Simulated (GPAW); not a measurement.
Set up this calculation in GPAW 26.7.0, as an ASE script.

```
Task                : single point
Functional          : PBE
Potentials or basis : GPAW PAW data sets (gpaw-data 1.2.1)
Cutoff              : 600 eV
Basis               : pw
k mesh              : 7 × 7 × 7
Occupations         : fermi-dirac, width 0.05 eV
Spin                : no spin polarisation
Maxiter             : 120
Convergence         : default
```

MgSe:

```
Se Mg
1.0
     0.00000    2.72550    2.72550
     2.72550    0.00000    2.72550
     2.72550    2.72550    0.00000
Se Mg
1 1
Direct
  0.50000 0.50000 0.50000
  0.00000 0.00000 0.00000
```

The input as run:

run.py

```python
from ase import Atoms
from ase.dft.bandgap import bandgap
from ase.io import write
from ase.units import GPa
from gpaw import GPAW, PW

atoms = Atoms(['Se', 'Mg'],
              cell=[[0.0, 2.7255, 2.7255],
                    [2.7255, 0.0, 2.7255],
                    [2.7255, 2.7255, 0.0]],
              scaled_positions=[[0.5, 0.5, 0.5],
                                [0.0, 0.0, 0.0]],
              pbc=True)

calc = GPAW(mode=PW(600),
            xc='PBE',
            kpts={'size': (7, 7, 7), 'gamma': True},
            occupations={'name': 'fermi-dirac', 'width': 0.05},
            nbands=16,
            maxiter=120,
            txt='gpaw.txt')
atoms.calc = calc
energy = atoms.get_potential_energy()
forces = atoms.get_forces()
stress = atoms.get_stress()
calc.write('gs.gpw')
write('result.traj', atoms)
print(f'Energy: {energy:.6f} eV')
print('Forces (eV/A):')
print(forces.round(4))
print('Stress (GPa):', (stress / GPa).round(3))
print('Fermi level:', round(calc.get_fermi_level(), 4), 'eV')
print(f'Gap: {bandgap(calc)[0]:.4f} eV, direct: {bandgap(calc, direct=True)[0]:.4f} eV')
```

Potentials or basis: GPAW PAW data sets (gpaw-data 1.2.1), pw.

The run is started by

```sh
$ OMP_NUM_THREADS=1 python run.py
```

Results of the run:

```yaml
Pressure: 2.0 GPa
Band_gap_on_the_k_mesh: 2.03 eV, indirect (least direct gap 2.62 eV)
```

Caveat: the cutoff is short for stress and forces, so pressures can be off by a GPa or more; an odd mesh through Γ misses points on the zone boundary, where band edges often lie.

Wall time 10 s on 1 thread of Arm Neoverse V1 (shared host), peak memory 0.14 GiB.
